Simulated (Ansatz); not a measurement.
# TaN: the cost of one run

Method: DFT PBEsol, scalar-relativistic, plane waves, PAW, in Ansatz 0.2.0.

1 further run of the same task is left out (set aside as unsound or not needed).

### Step 1. The starting structure

The structure is hexagonal, space group P6_3mc (No. 186). The conventional cell has a = 3.050 Å, b = 3.050 Å, c = 4.940 Å, α = 90.00°, β = 90.00°, γ = 120.00°. Ta (site symmetry 3m) has 4 N at 1.85 to 1.90 Å as nearest neighbours. N (site symmetry 3m) is surrounded by 4 Ta at 1.85 to 1.90 Å.

Structure file:

```xyz
4
Lattice="3.0500 0.0000 0.0000 -1.5250 2.6414 0.0000 0.0000 0.0000 4.9400" Properties=species:S:1:pos:R:3 pbc="T T T"
Ta    0.0000    1.7609    0.0000
Ta    1.5250    0.8805    2.4700
N     0.0000    1.7609    1.9019
N     1.5250    0.8805    4.3719
```

The structure comes from the Crystallography Open Database.

### Step 2. Another functional, on a distorted cell: PBEsol

The change: strain xx, yy, zz, yz, xz, xy = -2.3, -2.3, +0.7, +0.0, +0.0, +0.0 %; atoms moved by 0.03 Å root mean square, at most 0.03 Å.

Input file input.yaml:

```yaml
crystal:
  lattice:
    - [2.9798510654, 0.0, 0.0]
    - [-1.4899255328, 2.5806267222, 0.0]
    - [0.0, 0.0, 4.97458]
  atoms:
    - { symbol: Ta, position: [0.3333333333, 0.6666666667, -0.0060728745] }
    - { symbol: Ta, position: [0.6666666667, 0.3333333333, 0.4939271255] }
    - { symbol: "N", position: [0.3333333333, 0.6666666667, 0.3910728745] }
    - { symbol: "N", position: [0.6666666667, 0.3333333333, 0.8910728745] }
basis:
  ecutwfc: 420
kpoints:
  mp_grid: { grid: [15, 15, 8] }
hamiltonian:
  xc: pbesol
scf:
  occupations: { method: gaussian, width: 0.1 }
output:
  forces: true
  stress: true
  eigenvalues: true
```

The run is started by

```bash
$ ansatz run input.yaml --threads 1 --pin off --max-ram 1331MiB --backend cpu --events-out ev --progress --plain --runs-dir out
```

Q: Estimate wall time and peak memory on 1 thread of an Arm CPU, shared host.

About 14 s, with a peak of 0.38 GiB.
